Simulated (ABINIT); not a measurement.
# AlN (P6_3mc) in ABINIT: settings compared, part 2 of 2

ABINIT 10.8.3 (patched build). Earlier steps stand in the parts before.

### 4 Relaxation of cell and atoms, PBEsol

File run.abi:

```
# Pseudopotentials
pp_dirpath "./"
pseudos "Al.upf, N.upf"

# Structure
acell 3*1.0 Angstrom
rprim
     3.1130000000     0.0000000000     0.0000000000
    -1.5565000000     2.6959370820     0.0000000000
     0.0000000000     0.0000000000     4.9810000000
ntypat 2
znucl 13 7
natom 4
typat 1 1 2 2
chkprim 0
chksymtnons 0
tolsym 1.0e-6
xred
            2/3            1/3            1/2
            1/3            2/3            0.0
            2/3            1/3   0.8800000000
            1/3            2/3   0.3800000000

# Plane-wave basis
ecut 979.609905 eV
ecutsm 0.5

# k points
kptopt 1
ngkpt 8 8 4
nshiftk 1
shiftk 0.0 0.0 0.0

# Exchange and correlation
ixc -116133

# Bands and occupations
nband 12
occopt 3
tsmear 0.05 eV

# SCF cycle
nstep 80
tolvrs 1.0e-12

# Output
iomode 3
prteig 0
prtebands 0
prtwf 0
prtden 0

# Relaxation
ionmov 22
optcell 2
ntime 50
tolmxf 2.0e-5
dilatmx 1.08
```

Potentials or basis: PseudoDojo NC SR PBEsol v0.4.1 standard.

On the command line:

```console
> abinit run.abi > log 2>&1
```

run.abo:

```text
.Version 10.8.3 of ABINIT
 Symmetries : space group P6_3 m c (#186); Bravais hP (primitive hexag.)
================================================================================
 Values of the parameters that define the memory need of the present run
     intxc =       0    ionmov =      22      iscf =       7    lmnmax =       6
     lnmax =       6     mgfft =      60  mpssoang =       3    mqgrid =    3001
     natom =       4  nloc_mem =       1    nspden =       1   nspinor =       1
    nsppol =       1      nsym =      12    n1xccc =    2501    ntypat =       2
    occopt =       3   xclevel =       2
       mpw =        3686          nfft =       77760          nkpt =          30
================================================================================
================================================================================

--------------------------------------------------------------------------------
------------- Echo of variables that govern the present computation ------------
--------------------------------------------------------------------------------
 -outvars: echo values of preprocessed input variables --------
            acell      1.8897261259E+00  1.8897261259E+00  1.8897261259E+00 Bohr
              amu      2.69815390E+01  1.40067400E+01
          chkprim           0
      chksymtnons           0
          dilatmx      1.08000000E+00
             ecut      3.60000000E+01 Hartree
           ecutsm      5.00000000E-01 Hartree
           ionmov          22
              ixc     -116133
         kptrlatt        8    0    0      0    8    0      0    0    4
          kptrlen      3.76509033E+01
            natom           4
            nband          12
            ngfft          36      36      60
             nkpt          30
            nstep          80
             nsym          12
            ntime          50
           ntypat           2
           occopt           3
          optcell           2
           prtden           0
        prtebands           0
           prteig           0
            prtwf           0
[... 766 lines left out ...]
    3     -0.00000000000000    -0.00000000000000     0.00000428577187
    4     -0.00000000000000     0.00000000000000     0.00000428577187
 frms,max,avg= 2.4743915E-06 4.2857719E-06   0.000E+00  0.000E+00  4.643E-07 e/A
 length scales=  5.883080164598  5.883080164629  9.416035198216 bohr
              =  3.113191950909  3.113191950925  4.982751240576 angstroms
 Fermi (or HOMO) energy (hartree) =   0.27467   Average Vxc (hartree)=  -0.39978
 Eigenvalues (hartree) for nkpt=  30  k points:
 kpt#   1, nband= 12, wtk=  0.00391, kpt=  0.0000  0.0000  0.0000 (reduced coord)
  -0.34066   -0.26038   -0.00634    0.18411    0.18411    0.20821    0.20821    0.21640
   0.36721    0.45692    0.60119    0.62182
      occupation numbers for kpt#   1
   2.00000    2.00000    2.00000    2.00000    2.00000    2.00000    2.00000    2.00000
   0.00000    0.00000    0.00000    0.00000
 prteigrs : prtvol=0 or 1, do not print more k-points.

--- !EnergyTerms
iteration_state     : {dtset: 1, itime: 6, icycle: 1, }
comment             : Components of total free energy in Hartree
kinetic             :  1.62982681088135E+01
hartree             :  5.61223183503448E+00
xc                  : -8.41082352345374E+00
Ewald energy        : -2.17400341575130E+01
psp_core            :  6.74639358941645E-01
local_psp           : -1.66605285435791E+01
non_local_psp       : -1.30329266016639E+00
internal            : -2.55295395819227E+01
'-kT*entropy'       :  1.25327081198538E-15
total_energy        : -2.55295395819227E+01
total_energy_eV     : -6.94694162245759E+02
band_energy         :  3.68353547779983E-01
...

 rms coord change=  5.6525E-04   atom, delta coord (reduced):
     1        0.000000000000      0.000000000000     -0.000979042713
     2        0.000000000000      0.000000000000     -0.000979042713
     3        0.000000000000      0.000000000000      0.000979042713
     4        0.000000000000      0.000000000000      0.000979042713

 Cartesian components of stress tensor (hartree/bohr^3)
  sigma(1 1)=  5.55600165E-08  sigma(3 2)=  0.00000000E+00
  sigma(2 2)=  5.55599828E-08  sigma(3 1)=  0.00000000E+00
  sigma(3 3)=  3.21186735E-08  sigma(2 1)=  0.00000000E+00

-Cartesian components of stress tensor (GPa)         [Pressure= -1.4047E-03 GPa]
- sigma(1 1)=  1.63463212E-03  sigma(3 2)=  0.00000000E+00
- sigma(2 2)=  1.63463113E-03  sigma(3 1)=  0.00000000E+00
- sigma(3 3)=  9.44963998E-04  sigma(2 1)=  0.00000000E+00

== END DATASET(S) ==============================================================
================================================================================

 -outvars: echo values of variables after computation  --------
            acell      5.8830801646E+00  5.8830801646E+00  9.4160351982E+00 Bohr
           etotal     -2.5529539582E+01
            fcart      5.7211638033E-29  5.9456078314E-29 -8.3344993251E-08
                       5.7211638033E-29  5.9456078314E-29 -8.3344993251E-08
                      -5.7211638033E-29 -3.2370531526E-28  8.3344993251E-08
                      -5.7211638033E-29  2.0479315864E-28  8.3344993251E-08
            rprim      1.0000000000E+00  0.0000000000E+00  0.0000000000E+00
                      -5.0000000000E-01  8.6602540379E-01  0.0000000000E+00
                       0.0000000000E+00  0.0000000000E+00  1.0000000000E+00
           strten      5.5560016532E-08  5.5559982765E-08  3.2118673463E-08
                       0.0000000000E+00  0.0000000000E+00  0.0000000000E+00
           xangst      1.5565959755E+00  8.9870110545E-01  2.4864972940E+00
                       3.3406419244E-16  1.7974022109E+00 -4.8783262930E-03
                       1.5565959755E+00  8.9870110545E-01  4.3896994180E+00
                       3.3406419244E-16  1.7974022109E+00  1.8983237977E+00
             xred      6.6666666667E-01  3.3333333333E-01  4.9902095729E-01
                       3.3333333333E-01  6.6666666667E-01 -9.7904271304E-04
                       6.6666666667E-01  3.3333333333E-01  8.8097904271E-01
                       3.3333333333E-01  6.6666666667E-01  3.8097904271E-01
 Calculation completed.
```

Wall time 2.6 min (1 thread of Arm Neoverse V2, shared host); peak memory 0.1 GiB.

What came out:

```yaml
Free_energy: -694.6942 eV
Relaxed_volume: 10.46 Å³/atom
Relaxed_cell: a = 3.113 Å, b = 3.113 Å, c = 4.983 Å, α = 90.00°, β = 90.00°, γ = 120.00°
Space_group_after_relaxing_to_0.05_Å: P6_3mc (No. 186)
Energy_gained_by_relaxing: 0.3 meV/atom
Ionic_steps: 6
Pressure_after_relaxing: 0.0 GPa
Band_gap_on_the_k_mesh: 4.10 eV, direct
```

Step by step:
```csv
step,energy change (eV),largest force (eV/Å),pressure (GPa),volume (Å³)
1,0.0000,0.1321,0.13,41.80
2,-0.0008,0.0757,0.05,41.82
3,-0.0012,0.0190,0.00,41.83
4,-0.0013,0.0066,0.01,41.83
5,-0.0013,0.0033,0.03,41.82
6,-0.0013,0.0000,0.00,41.82
```

Final structure:
```
Al N
1.0
     3.11319    0.00000    0.00000
    -1.55660    2.69610    0.00000
     0.00000    0.00000    4.98275
Al N
2 2
Cartesian
  1.5566 0.8987 2.4865
  0.0000 1.7974 -0.0049
  1.5566 0.8987 4.3897
  0.0000 1.7974 1.8983
```

### 5 Single point, PBEsol (cell relaxed)

File run.abi:

```
pp_dirpath "./"
pseudos "Al.upf, N.upf"

acell 3*1.0 Angstrom
rprim
     3.1131919500     0.0000000000     0.0000000000
    -1.5565959800     2.6961033200     0.0000000000
     0.0000000000     0.0000000000     4.9827512400
ntypat 2
znucl 13 7
natom 4
typat 1 1 2 2
xred
     0.6666666700     0.3333333300     0.4990209600
     0.3333333300     0.6666666700    -0.0009790400
     0.6666666700     0.3333333300     0.8809790400
     0.3333333300     0.6666666700     0.3809790400
chkprim 0
chksymtnons 0
tolsym 1.0e-6

ecut 979.609905 eV

kptopt 1
ngkpt 8 8 4
nshiftk 1
shiftk 0.0 0.0 0.0

ixc -116133

nband 12
occopt 3
tsmear 0.05 eV

nstep 100
tolvrs 1.0e-10

iomode 3
prtwf 0
prteig 0
prtebands 0
enunit 2
prtden 1
prtvha 1
prtvclmb 1
prtpot 1
prtelf 1
```

On the command line:

```console
> abinit run.abi > log 2>&1
```

It took 24 s on 1 thread of Arm Neoverse V2, shared host; peak memory 0.08 GiB.

It converged, with:

```yaml
Free_energy: -694.6953 eV
Pressure: -0.4 GPa
Band_gap_on_the_k_mesh: 4.10 eV, direct
Valence_electrons_inside_the_program's_atomic_spheres: Al 1.11; N 5.36
```

Levels at points of the mesh, in eV from the valence-band top:
| k point | band 5 | band 6 | band 7 | band 8 | band 9 | band 10 | band 11 | band 12 |
| --- | --- | --- | --- | --- | --- | --- | --- | --- |
| (0.00, 0.00, 0.00) | -0.88 | -0.22 | -0.22 | 0.00 | 4.10 | 6.54 | 10.76 | 11.03 |
| (0.50, 0.00, 0.00) | -3.38 | -2.12 | -1.81 | -0.70 | 5.68 | 5.68 | 8.07 | 10.51 |
| (0.00, 0.00, 0.50) | -0.56 | -0.56 | -0.56 | -0.56 | 6.36 | 6.36 | 10.19 | 10.19 |
| (0.50, 0.00, 0.50) | -1.49 | -1.49 | -1.38 | -1.38 | 5.18 | 5.18 | 9.14 | 9.14 |

### 6 Overview

```tsv
task	level	potentials or basis	cell	k mesh	cutoff (eV)	fine-grid cutoff	cell freedom (optcell)	optimiser (ionmov)	cutoff smearing ecutsm (Ha)	force stop (Ha/bohr)	mesh quality	gap on the mesh (eV)	pressure (GPa)	largest force (eV/Å)
single point	PBE	JTH PAW PBE v2.0	as given	4 × 4 × 2	680	1278.94 eV	-	-	-	-	coarse	4.20	-	0.15
single point	PBEsol	JTH PAW PBE v2.0	as given	6 × 6 × 4	680	1278.94 eV	-	-	-	-	not flagged	4.12	-	0.13
relaxation of cell and atoms	PBEsol	PseudoDojo NC SR PBEsol v0.4.1 standard	relaxed	8 × 8 × 4	980	-	2	22	0.5	2e-05	not flagged	4.10	0.0	-
single point	PBEsol	PseudoDojo NC SR PBEsol v0.4.1 standard	cell relaxed	8 × 8 × 4	980	-	-	-	-	-	not flagged	4.10	-0.4	-
```

Alike in all rows: no spin polarisation; smearing fermi-dirac 0.05 eV.

Caveats: some runs use coarse meshes; the PAW data sets were made with another functional, which shifts forces and pressure a little (some runs).

Total energies depend on the potentials used, so only differences within one code and one set of settings carry meaning.

### 7 Against experiment

Step 3. Against the measured gap of AlN, 6.0343 eV (an exciton energy, a little under the gap; 0 K; quoted in “Structural and optical properties of self-assembled AlN nanowires grown on SiO2/Si substrates by molecular beam epitaxy”, 2024, arxiv:2402.00216), the calculated 4.12 eV is off by -1.92 eV. 2 values of this kind are on record (6.034 to 6.0343 eV); this one was drawn at random. The value is that of PBEsol, without temperature or zero-point motion. Semilocal functionals fall short of measured gaps as a rule.
